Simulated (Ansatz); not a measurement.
α-phase Li3N was calculated with r²SCAN+rVV10 (plane waves, PAW; Ansatz, a program for electronic structure).

Numerical settings: plane-wave cutoff 500 eV, 12×12×8 k mesh (along the axes of the cell as run), gaussian smearing 0.02 eV, scalar-relativistic PAW data made under PBE.

Cell (relaxed at this level):

```
CELL_PARAMETERS angstrom
      1.80218    -3.12147     0.00000
      1.80218     3.12147     0.00000
      0.00000     0.00000     3.84882
ATOMIC_POSITIONS crystal
  Li 0.33333 0.66667 0.00000
  Li 0.66667 0.33333 0.00000
  Li 0.00000 0.00000 0.50000
  N  0.00000 0.00000 0.00000
```

Question: What does this level give for the band gap?

Answer: 
- band gap: 1.46 eV (on the SCF k mesh)

Measured, for comparison: band gap 2.15 eV (4 K, zero-point motion not removed, indirect, optical absorption, E parallel c; as tabulated in Brendecke and Bludau (1979), doi:10.1063/1.326533). Computed (rounded) less measured: band gap -0.69 eV.

Static lattice: no zero-point or thermal effects.

The result took roughly 30 core-seconds.
